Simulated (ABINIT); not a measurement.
The system is KCl (Sylvite).

```
K Cl
1.0
     0.00000    3.14647    3.14647
     3.14647    0.00000    3.14647
     3.14647    3.14647    0.00000
K Cl
1 1
Direct
  0.00000 0.00000 0.00000
  0.50000 0.50000 0.50000
```

Base run:

* Program: ABINIT 10.8.3 (patched build)
* Functional: PBE
* Potentials or basis: PseudoDojo NC SR PBE v0.4.1 standard
* Cutoff: 762 eV
* k mesh: 5 × 5 × 5
* Occupations: fermi-dirac, width 0.05 eV
* Spin: no spin polarisation

Its results: band gap on the k mesh 5.19 eV, direct.

**Question.** The run is repeated on the same cell with these changes: functional from PBE to LDA; potentials or basis from PseudoDojo NC SR PBE v0.4.1 standard to PseudoDojo NC SR LDA v0.4.1 standard; cutoff from 762 eV to 980 eV. What comes out?

**Answer.** Band gap on the k mesh 4.74 eV, direct.

